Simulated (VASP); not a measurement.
The system is Cu.

```xyz
1
Lattice="0.0000 1.8075 1.8075 1.8075 0.0000 1.8075 1.8075 1.8075 0.0000" Properties=species:S:1:pos:R:3 pbc="T T T"
Cu    0.0000    0.0000    0.0000
```

```yaml
Program: VASP 6.6.1
Task: relaxation of cell and atoms
Functional: AM05
Potentials_or_basis: VASP PAW PBE potentials, release 64 (Cu)
Cutoff: 600 eV
k_mesh: 13 × 13 × 13
Occupations: fermi-dirac, width 0.05 eV
Spin: no spin polarisation
```

At the start: pressure -6.1 GPa; volume 11.81 Å³/atom.

**Question.** How do energy, volume and symmetry change on relaxing?

**Answer.** Over 3 steps the energy falls by 9.4 meV/atom and the volume is 11.33 Å³/atom (-4.0 %); space group Fm-3m (No. 225, to 0.05 Å).

The path:
| step | energy change (eV) | largest force (eV/Å) | pressure (GPa) | volume (Å³) |
| --- | --- | --- | --- | --- |
| 1 | 0.0000 | 0.0000 | -6.05 | 11.81 |
| 2 | -0.0060 | 0.0000 | 4.20 | 11.06 |
| 3 | -0.0094 | 0.0000 | 0.03 | 11.33 |

Final structure:
```cif
data_structure
_symmetry_space_group_name_H-M 'P 1'
_symmetry_Int_Tables_number 1
_cell_length_a 2.5213
_cell_length_b 2.5213
_cell_length_c 2.5213
_cell_angle_alpha 60.000
_cell_angle_beta 60.000
_cell_angle_gamma 60.000
_cell_volume 11.33
loop_
_atom_site_label
_atom_site_type_symbol
_atom_site_fract_x
_atom_site_fract_y
_atom_site_fract_z
_atom_site_occupancy
Cu1 Cu 0.00000 0.00000 0.00000 1
```

Caveat: the PAW data sets were made with another functional, which shifts forces and pressure a little.
